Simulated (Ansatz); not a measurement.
# Sn (Fd-3m) in Ansatz: notebook

The runs below take Sn through single point, relaxation of cell and atoms, with RPBE, PBE, PBEsol+D4, RPBE+D3(BJ), RPBE+D4.

All numbers are computed with Ansatz 0.2.0; they aren't measurements. Logs are shortened: lines on timing, memory, paths and dates and some standing lists are left out, and cuts for length are marked.

### 1 The crystal as given

Symmetry: Fd-3m, No. 227, cubic system. Conventional cell: a = 6.467 Å, b = 6.467 Å, c = 6.467 Å, α = 90.00°, β = 90.00°, γ = 90.00°. Sn (site symmetry -43m) is surrounded by 4 Sn at 2.80 Å.

This isn't the form of Sn at room conditions, which is tetragonal (white tin).

### 2 Single point, RPBE

The input, input.yaml:

```yaml
crystal:
  lattice:
    - [0.0, 3.2333428, 3.2333428]
    - [3.2333428, 0.0, 3.2333428]
    - [3.2333428, 3.2333428, 0.0]
  atoms:
    - { symbol: Sn, position: [0.75, 0.75, 0.75] }
    - { symbol: Sn, position: [0.5, 0.5, 0.5] }
hamiltonian:
  xc: rpbe
  pseudopotentials: { kind: paw }
kpoints:
  mp_grid: { grid: [7, 7, 7] }
scf:
  occupations: { method: gaussian, width: 0.1 }
output:
  forces: true
  stress: true
  eigenvalues: true
  write_density: true
  write_potential: true
  elf: true
  volumetric_format: npy
```

Potentials or basis: Ansatz PAW.

Started as:

```
$ ansatz run input.yaml --threads 2 --pin off --max-ram 5632MiB --backend cpu --events-out ev --progress --plain --runs-dir out
```

Output:

```text
Warning: RAYON_NUM_THREADS=2 ignored (pool sized by the plan → 2); use --threads N
Engine: ansatz 0.2.0, x86_64-unknown-linux-gnu
Pseudopotentials: kind: paw
Pseudopotential: Sn, paw, valence charge 14, recommended cutoff 420 eV (normal), Sn.paw.azcp
Functional definition: RPBE
  parameter kappa = 0.804
  parameter beta = 0.06672455060314922
  exchange = rpbe_x(kappa = kappa, mu = beta*pi^2/3)
  correlation = pbe_c(beta = beta)
Crystal: 2 atoms, lattice volume = 67.606 Å³
Basis set: ecut = 420 eV, 1363 PW (Γ), exchange–correlation on 64×64×64 points (8 copies of the dense FFT grid, shifted against one another)
Bands: 18, of which v1, the nominal top of the filled ones, is band 14 counted from 1 (13 counted from 0)
Symmetry: 48 space group operations
Space group: Fd-3m (ITA 227), of the structure as read, at distance tolerance 4.1e-5 Å
k-points: 20 of 343
Non-local potential: Sn, projectors of the file, l = 0: 2, l = 1: 2, l = 2: 2, l = 3: 2
PAW form: soft (Blöchl's): semilocal exchange-correlation on the pseudo side does not see the compensation charge
PAW frozen core: Sn, regenerated for the run's functional, and the local potential with it (the file was generated under x = pbe(κ = 0.804, μ = 0.2195149727645171), c = pbe(β = 0.06672455060314922))
PAW one-centre angular grid: Sn, 590 points (default); XC on 64 Gauss nodes
Initial density: superposition of atomic densities (neutral atoms: chi_scale 0, normalization atom), corrected by the library's trained network
Initial wavefunctions: pseudopotential atomic-orbital guess
Functional: x = rpbe, c = pbe(β = 0.06672455060314922)
SCF iter   1: F=—  HF=-12065.468401 eV  |F-HF|=—  |Δ(HF+E_count)|=         —  Δρ=2.60e-3  dr2=2.06e-3  ethr=1.77e-3  ⟨swp⟩=6.0  Hψ=1906  notcnv=0
preconditioner: auto → none  [insulator: Δε(μ)=0.357 eV  Ē_g=20.288 eV  σ=0.100 eV  W_gap=0.73  n_scr=14 (ndim 8)  ℏωp=23.9 eV  f_vac=0.091  D(μ)=0.23/eV (n_scr^D=0)  ε∞_Penn≈2.4]
SCF iter   2: F=—  HF=-12065.466905 eV  |F-HF|=—  |Δ(HF+E_count)|=   1.50e-3  Δρ=6.20e-4  dr2=1.90e-4  ethr=7.34e-6  ⟨swp⟩=2.0  Hψ=803  notcnv=0
SCF iter   3: F=—  HF=-12065.466980 eV  |F-HF|=—  |Δ(HF+E_count)|=   7.54e-5  Δρ=3.56e-4  dr2=3.98e-5  ethr=6.79e-7  ⟨swp⟩=3.0  Hψ=649  notcnv=0
SCF iter   4: F=—  HF=-12065.467028 eV  |F-HF|=—  |Δ(HF+E_count)|=   4.79e-5  Δρ=1.67e-4  dr2=7.71e-6  ethr=1.42e-7  ⟨swp⟩=2.0  Hψ=439  notcnv=0
SCF iter   5: F=—  HF=-12065.467038 eV  |F-HF|=—  |Δ(HF+E_count)|=   9.99e-6  Δρ=4.68e-5  dr2=5.73e-7  ethr=2.75e-8  ⟨swp⟩=2.0  Hψ=439  notcnv=0
SCF iter   6: F=-12065.467038 eV  HF=-12065.467038 eV  |F-HF|=7.10e-9  |Δ(HF+E_count)|=   5.84e-7  Δρ=5.07e-6  dr2=6.56e-9  ethr=3.57e-10  ⟨swp⟩=10.7  Hψ=2692  notcnv=0
SCF 1 converged in 6 iterations: F = -12065.467038 eV  dr2 = 6.56e-9
SCF converged after 6 iterations
Free energy (F): -12065.467038 eV
Harris-Foulkes:  -12065.467038 eV  (|F-HF|=7.10e-9)
Internal energy: -12065.465871 eV  (E = F + TS)
E sigma→0 (E₀):  -12065.466455 eV
Entropy (-TS):   -0.001167 eV (-0.583 meV/atom)
Fermi energy:    8.130624 eV
--- Per-component energies (eV) ---
  E_band       = -241.787330
  E_kinetic    = 374.805762
  E_local      = -2287.492453  (includes V_loc(G=0)·N_el)
  E_nonlocal   = -65.081609
  E_hartree    = 1321.363736
  E_xc         = -765.362963
  E_vxc        = -189.819829  (∫ρ·V_xc dr)
  E_paw        = -8292.728221  (= ΣΔE_a)
  E_vpaw       = -716.924376  (= ΣTr[D̂ρ^β])
  E_aug_tail   = -0.000001  (compensation charges beyond the density's cutoff)
  E_ewald      = -2351.022677
  E_core_change = 0.052555  (= ΣΔE_core)
  E_smearing   = -0.001167  (= −TS)
  E_closure    = 0.000000  (closes the sum)
  Σ components = -12065.467038   (vs F -12065.467038, Δ=0.00e0)
--- Forces (eV/Å), atoms counted from 1 ---
  atom   1  Sn    -0.00000000    -0.00000000     0.00000000
  atom   2  Sn     0.00000000     0.00000000     0.00000000
  max |Σ_I F_I| component: 2.08e-17 eV/Å
--- Stress (GPa, compression-positive) ---
        5.210782       0.000000       0.000000
        0.000000       5.210782      -0.000000
        0.000000       0.000000       5.210782
  P = ⅓ Tr σ = 5.2108 GPa (52.108 kbar)
--- Band table (eV; the first three rows and the last of 20) ---
  k-point 0: bands = ["-13.6504", "-13.6504", "-13.6504", "-13.5903", "-13.5903", "-13.2724", "-13.2724", "-13.2724", "-13.2627", "-13.2627", "-2.5607", "7.6098", "8.1713", "8.1713", "8.1713", "10.2560", "10.2560", "10.2560"]
  k-point 1: bands = ["-13.6639", "-13.6639", "-13.6454", "-13.5708", "-13.5708", "-13.2985", "-13.2985", "-13.2786", "-13.2401", "-13.2401", "-2.3620", "5.6968", "7.8145", "7.8145", "8.7573", "10.7130", "10.7130", "11.2189"]
  k-point 2: bands = ["-13.6799", "-13.6799", "-13.6340", "-13.5434", "-13.5434", "-13.3222", "-13.3222", "-13.2930", "-13.2228", "-13.2228", "-1.7970", "3.5847", "7.2920", "7.2920", "8.4457", "11.2572", "11.2572", "13.2498"]
  k-point 19: bands = ["-13.7254", "-13.7124", "-13.5411", "-13.4714", "-13.4527", "-13.4193", "-13.4136", "-13.3590", "-13.1845", "-13.1718", "0.1734", "1.0771", "4.7365", "5.5464", "10.3662", "12.0793", "12.7161", "12.7203"]
```

It took 3.6 s on 2 threads of Intel Xeon at 2.50GHz (Skylake/Cascade Lake), shared host; peak memory 0.35 GiB.

Results:

* Free energy: -12065.4670 eV
* Pressure: 5.2 GPa
* Band gap on the k mesh: none (metal or under the smearing width)

Caveat: the PAW data sets come from PBE, with cores solved anew for the run's functional, which leaves a small shift of forces and pressure.

### 3 Single point, PBE

Changes to input.yaml since step 2:

```diff
@@ -9,3 +9,3 @@
 hamiltonian:
-  xc: rpbe
+  xc: pbe
   pseudopotentials: { kind: paw }
@@ -19,5 +19 @@
   eigenvalues: true
-  write_density: true
-  write_potential: true
-  elf: true
-  volumetric_format: npy
```

Potentials or basis: Ansatz PAW.

Started as:

```
$ ansatz run input.yaml --threads 2 --pin off --max-ram 5632MiB --backend cpu --events-out ev --progress --plain --runs-dir out
```

Output:

```text
Warning: RAYON_NUM_THREADS=2 ignored (pool sized by the plan → 2); use --threads N
Engine: ansatz 0.2.0, x86_64-unknown-linux-gnu
Pseudopotentials: kind: paw
Pseudopotential: Sn, paw, valence charge 14, recommended cutoff 420 eV (normal), Sn.paw.azcp
Functional definition: PBE
  parameter kappa = 0.804
  parameter beta = 0.06672455060314922
  exchange = pbe_x(kappa = kappa, mu = beta*pi^2/3)
  correlation = pbe_c(beta = beta)
Crystal: 2 atoms, lattice volume = 67.606 Å³
Basis set: ecut = 420 eV, 1363 PW (Γ), exchange–correlation on 64×64×64 points (8 copies of the dense FFT grid, shifted against one another)
Bands: 18, of which v1, the nominal top of the filled ones, is band 14 counted from 1 (13 counted from 0)
Symmetry: 48 space group operations
Space group: Fd-3m (ITA 227), of the structure as read, at distance tolerance 4.1e-5 Å
k-points: 20 of 343
Non-local potential: Sn, projectors of the file, l = 0: 2, l = 1: 2, l = 2: 2, l = 3: 2
PAW form: soft (Blöchl's): semilocal exchange-correlation on the pseudo side does not see the compensation charge
PAW one-centre angular grid: Sn, 590 points (default); XC on 64 Gauss nodes
Initial density: superposition of atomic densities (neutral atoms: chi_scale 0, normalization atom), corrected by the library's trained network
Initial wavefunctions: pseudopotential atomic-orbital guess
Functional: x = pbe(κ = 0.804, μ = 0.2195149727645171), c = pbe(β = 0.06672455060314922)
SCF iter   1: F=—  HF=-12048.343462 eV  |F-HF|=—  |Δ(HF+E_count)|=         —  Δρ=6.69e-4  dr2=2.55e-4  ethr=1.77e-3  ⟨swp⟩=5.9  Hψ=1897  notcnv=0
preconditioner: auto → none  [insulator: Δε(μ)=0.324 eV  Ē_g=20.191 eV  σ=0.100 eV  W_gap=0.79  n_scr=14 (ndim 8)  ℏωp=23.9 eV  f_vac=0.091  D(μ)=0.24/eV (n_scr^D=0)  ε∞_Penn≈2.4]
SCF iter   2: F=—  HF=-12048.342456 eV  |F-HF|=—  |Δ(HF+E_count)|=   1.01e-3  Δρ=4.19e-4  dr2=1.42e-4  ethr=9.10e-7  ⟨swp⟩=2.0  Hψ=804  notcnv=0
SCF iter   3: F=—  HF=-12048.342521 eV  |F-HF|=—  |Δ(HF+E_count)|=   6.53e-5  Δρ=1.34e-4  dr2=1.08e-5  ethr=5.06e-7  ⟨swp⟩=2.0  Hψ=639  notcnv=0
SCF iter   4: F=—  HF=-12048.342564 eV  |F-HF|=—  |Δ(HF+E_count)|=   4.28e-5  Δρ=6.25e-5  dr2=2.23e-6  ethr=3.87e-8  ⟨swp⟩=2.0  Hψ=439  notcnv=0
SCF iter   5: F=—  HF=-12048.342572 eV  |F-HF|=—  |Δ(HF+E_count)|=   7.82e-6  Δρ=3.16e-5  dr2=4.75e-7  ethr=7.96e-9  ⟨swp⟩=2.0  Hψ=442  notcnv=0
SCF iter   6: F=-12048.342572 eV  HF=-12048.342572 eV  |F-HF|=3.95e-8  |Δ(HF+E_count)|=   1.22e-8  Δρ=8.89e-6  dr2=3.55e-8  ethr=3.57e-10  ⟨swp⟩=4.1  Hψ=1605  notcnv=0
SCF 1 converged in 6 iterations: F = -12048.342572 eV  dr2 = 3.55e-8
SCF converged after 6 iterations
Free energy (F): -12048.342572 eV
Harris-Foulkes:  -12048.342572 eV  (|F-HF|=3.95e-8)
Internal energy: -12048.341399 eV  (E = F + TS)
E sigma→0 (E₀):  -12048.341985 eV
Entropy (-TS):   -0.001173 eV (-0.587 meV/atom)
Fermi energy:    7.961237 eV
--- Per-component energies (eV) ---
  E_band       = -244.618172
  E_kinetic    = 375.354933
  E_local      = -2288.364112  (includes V_loc(G=0)·N_el)
  E_nonlocal   = -63.812545
  E_hartree    = 1319.959195
  E_xc         = -764.297332
  E_vxc        = -191.367951  (∫ρ·V_xc dr)
  E_paw        = -8276.158859  (= ΣΔE_a)
  E_vpaw       = -716.335244  (= ΣTr[D̂ρ^β])
  E_aug_tail   = -0.000001  (compensation charges beyond the density's cutoff)
  E_ewald      = -2351.022677
  E_smearing   = -0.001173  (= −TS)
  E_closure    = 0.000000  (closes the sum)
  Σ components = -12048.342572   (vs F -12048.342572, Δ=0.00e0)
--- Forces (eV/Å), atoms counted from 1 ---
  atom   1  Sn    -0.00000000     0.00000000     0.00000000
  atom   2  Sn     0.00000000     0.00000000     0.00000000
  max |Σ_I F_I| component: 7.52e-18 eV/Å
--- Stress (GPa, compression-positive) ---
        3.821732      -0.000000      -0.000000
       -0.000000       3.821732      -0.000000
       -0.000000      -0.000000       3.821732
  P = ⅓ Tr σ = 3.8217 GPa (38.217 kbar)
--- Band table (eV; the first three rows and the last of 20) ---
  k-point 0: bands = ["-13.7378", "-13.7378", "-13.7378", "-13.6769", "-13.6769", "-13.3583", "-13.3583", "-13.3583", "-13.3484", "-13.3484", "-2.7075", "7.4091", "8.0547", "8.0547", "8.0547", "10.1295", "10.1295", "10.1295"]
  k-point 1: bands = ["-13.7514", "-13.7514", "-13.7329", "-13.6575", "-13.6575", "-13.3844", "-13.3844", "-13.3646", "-13.3258", "-13.3258", "-2.5085", "5.5432", "7.6973", "7.6973", "8.5894", "10.5865", "10.5865", "11.0539"]
  k-point 2: bands = ["-13.7674", "-13.7674", "-13.7214", "-13.6300", "-13.6300", "-13.4081", "-13.4081", "-13.3791", "-13.3085", "-13.3085", "-1.9428", "3.4361", "7.1748", "7.1748", "8.2625", "11.1263", "11.1263", "13.0495"]
  k-point 19: bands = ["-13.8131", "-13.8000", "-13.6280", "-13.5580", "-13.5390", "-13.5056", "-13.4998", "-13.4452", "-13.2701", "-13.2574", "0.0297", "0.9324", "4.5941", "5.4143", "10.1932", "11.9235", "12.5364", "12.5413"]
```

Run time: 2.5 s. Hardware: 2 threads of Intel Xeon at 2.50GHz (Skylake/Cascade Lake), shared host; peak memory 0.34 GiB.

What came out:

```
Free energy            : -12048.3426 eV
Pressure               : 3.8 GPa
Band gap on the k mesh : none (metal or under the smearing width)
```

### 4 Relaxation of cell and atoms, PBEsol+D4

Changes to input.yaml since step 3:

```diff
@@ -9,4 +9,5 @@
 hamiltonian:
-  xc: pbe
+  xc: pbesol
   pseudopotentials: { kind: paw }
+  dispersion: d4
 kpoints:
@@ -14,3 +15,3 @@
 scf:
-  occupations: { method: gaussian, width: 0.1 }
+  occupations: { method: fermi_dirac, width: 0.05 }
 output:
@@ -18,2 +19,5 @@
   stress: true
-  eigenvalues: true
+relax:
+  f_tol: 0.01
+  max_steps: 40
+  cell: { stress_tol: 0.05 }
```

Started as:

```
$ ansatz run input.yaml --threads 2 --pin off --max-ram 5632MiB --backend cpu --events-out ev --progress --plain --runs-dir out
```

It took 8.2 s on 2 threads of Intel Xeon at 2.50GHz (Skylake/Cascade Lake), shared host; peak memory 0.36 GiB.

It converged, with:

| Item | Value |
| --- | --- |
| Free energy | -11899.8851 eV |
| Relaxed volume | 34.30 Å³/atom |
| Relaxed cell | a = 4.595 Å, b = 4.595 Å, c = 4.595 Å, α = 60.00°, β = 60.00°, γ = 60.00° |
| Space group after relaxing (to 0.05 Å) | Fd-3m (No. 227) |
| Energy gained by relaxing | 1.0 meV/atom |
| Ionic steps | 4 |
| Pressure after relaxing | 0.0 GPa |

The path:
| step | energy change (eV) | largest force (eV/Å) | volume (Å³) |
| --- | --- | --- | --- |
| 1 | 0.0000 | 0.0000 | 67.61 |
| 2 | -0.0010 | 0.0000 | 69.19 |
| 3 | -0.0018 | 0.0000 | 68.60 |
| 4 | -0.0020 | 0.0000 | 68.60 |

Final structure:
```
CELL_PARAMETERS angstrom
0.00000 3.24917 3.24917
3.24917 0.00000 3.24917
3.24917 3.24917 0.00000
ATOMIC_POSITIONS crystal
Sn 0.75000 0.75000 0.75000
Sn 0.50000 0.50000 0.50000
```

Caveat: the plane-wave basis is chosen anew once the cell has moved, so the energies of steps on either side of that aren't comparable; the PAW data sets come from PBE, with cores solved anew for the run's functional, which leaves a small shift of forces and pressure. Zero-point motion and thermal expansion aren't in these numbers.

(Continued in part 2 of 3.)
